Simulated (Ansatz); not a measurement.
Crystal: InAs.

```
CELL_PARAMETERS angstrom
0.00000 3.01800 3.01800
3.01800 0.00000 3.01800
3.01800 3.01800 0.00000
ATOMIC_POSITIONS crystal
In 0.00000 0.00000 0.00000
As 0.75000 0.75000 0.75000
```

- Program: Ansatz 0.2.0
- Task: single point
- Functional: PBE
- Potentials or basis: all-electron LAPW, scalar-relativistic
- Cutoff: 283 eV (chosen from the basis error)
- Basis error allowed: 0.001 eV/atom
- k mesh: 8 × 8 × 8
- Occupations: fermi-dirac, width 0.05 eV
- Spin: no spin polarisation

On this cell: pressure 4.3 GPa; largest force zero by symmetry; band gap on the k mesh none (metal or under the smearing width).

The same run follows on a disturbed copy (atoms moved at random, drawn with an rms of 0.05 Å):

```
In As
1.0
     0.00000    3.01800    3.01800
     3.01800    0.00000    3.01800
     3.01800    3.01800    0.00000
In As
1 1
Direct
  0.00643 0.99527 0.99591
  0.75925 0.74706 0.74719
```

Question: What changes?

Answer: The energy (extrapolated to zero smearing) moves by +0.9 meV/atom; pressure 4.3 GPa; largest force 0.172 eV/Å; band gap on the k mesh none (metal or under the smearing width).

Forces in eV/Å, atoms in the order of the input:
```
In   0.078  0.102  0.114
As  -0.078 -0.102 -0.114
```

Stress tensor (GPa, compression positive):
```
4.32 0.38 0.34
0.38 4.31 0.26
0.34 0.26 4.31
```

Caveats: this crystal is a semiconductor, whose small gap the functional closes, so the metal is an error of the method (some runs).
